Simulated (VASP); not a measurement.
A run of VASP 6.6.1 is set up as follows.

The input INCAR:

```
SYSTEM = LiF
  PREC = Accurate
  ENCUT = 600
  EDIFF = 1E-7
  ISMEAR = 0
  SIGMA = 0.03
  LREAL = .FALSE.
  LASPH = .TRUE.
  NELM = 80
  ALGO = Fast
  ISIF = 2
  LWAVE = .FALSE.
  LCHARG = .FALSE.
  GGA = PE
  IVDW = 12
  IBRION = 2
  NSW = 40
  EDIFFG = -0.01
```

KPOINTS

```
Automatic mesh
0
G
  12 12 12
  0 0 0
```

File POSCAR:

```
LiF                                     
1.0
    0.0000000000      2.0189116637      2.0189116637
    2.0189116637      0.0000000000      2.0189116637
    2.0189116637      2.0189116637      0.0000000000
  Li              F             
     1     1
Direct
     0.0000000000000000    0.0000000000000000    0.0000000000000000
     0.5000000000000000    0.5000000000000000    0.5000000000000000
```

Potentials or basis: VASP PAW PBE potentials, release 64 (Li_sv, F).

Command:

```console
$ cat potpaw_PBE.64/Li_sv/POTCAR potpaw_PBE.64/F/POTCAR > POTCAR
$ mpirun -np 1 vasp_std > vasp.out
```

Q: What does it give for the band gap on the k mesh?

A: 9.03 eV, direct.

Q: What does it give for the dispersion energy per atom?

A: -0.177 eV.

Final structure:
```
Li F
1.0
     0.00000    2.01891    2.01891
     2.01891    0.00000    2.01891
     2.01891    2.01891    0.00000
Li F
1 1
Cartesian
  0.0000 0.0000 0.0000
  2.0189 2.0189 2.0189
```

Caveat: the relaxation stopped at its first step, so nothing moved. A k mesh can miss the band edges.
